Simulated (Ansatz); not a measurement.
**Nb: pressure against volume**

Nb, Im-3m, a = 3.305 Å. Ansatz: r2SCAN, PAW, 500 eV, Γ-centred 18×18×18 mesh on 1 atom, Gaussian smearing 0.10 eV; no spin polarisation. Symmetry fixes shape and atoms, so the cell is only scaled; pressure is positive in compression.

```tsv
V (Å³/atom)	P (GPa)
16.961	11.91
17.502	?
18.043	0.00
18.584	-4.91
19.126	-9.23
```

Task: Take V0 = 18.043 Å³/atom, fit the third-order Birch–Murnaghan form to the other rows, and predict the missing pressure.

Result: With the Eulerian strain f = ½[(V0/V)^(2/3) − 1] and y = P/[3f(1 + 2f)^(5/2)], the form is the line y = B0 + 1.5 B0 (B0′ − 4) f. Rows (f, y): 0.02104, 170.2; -0.00975, 176.3; -0.01906, 177.9. Means f = -0.002590, y = 174.80; Σ(Δf)² = 0.0008809, ΣΔfΔy = -0.1705; the slope is their ratio. y = 174.3 − 193.5 f GPa, so B0 = 174.3 GPa and B0′ = 4 + 2 × (-193.5)/(3 × 174.3) = 3.26. At V = 17.502, f = 0.01025, y = 172.32 and P = 5.57 GPa. The run gave 5.56 GPa, so the fit is 0.01 GPa too high, a small miss on the scale of the series.

Cost: 5 runs of about 0.75 core-minutes in all, on Arm Neoverse V2 (shared hosts).